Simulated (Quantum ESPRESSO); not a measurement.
Runs of Quantum ESPRESSO 7.5 on CsSnBr3. Symmetry: Pm-3m, No. 221, cubic system. The conventional cell has a = 5.839 Å, b = 5.839 Å, c = 5.839 Å, α = 90.00°, β = 90.00°, γ = 90.00°. Around Cs (site symmetry m-3m) lie 12 Br at 4.13 Å. Around Sn (site symmetry m-3m) lie 6 Br at 2.92 Å. Around Br (site symmetry 4/mmm) lie 2 Sn at 2.92 Å. The cell is a database's computed one.

```csv
level,potentials or basis,form of the LDA correlation,pressure (GPa)
PBE,PseudoDojo 0.4.1 SR PBE standard,-,0.4
LDA,PseudoDojo 0.4.1 SR LDA standard,PW92,(a)
PBEsol,PseudoDojo 0.4.1 SR PBEsol standard,-,-1.0
WC,PseudoDojo 0.4.1 SR PBE standard,-,-0.8
```

Alike in all rows: task dielectric tensor; no spin polarisation; cell as given; k mesh 4 × 4 × 4, shifted; cutoff (eV) 980; smearing fermi-dirac 0.05 eV.

Problem. Estimate the missing entries.

Solution. (a) -2.1.

Caveats: the potentials were made for another functional, which shifts forces and pressure (some runs).
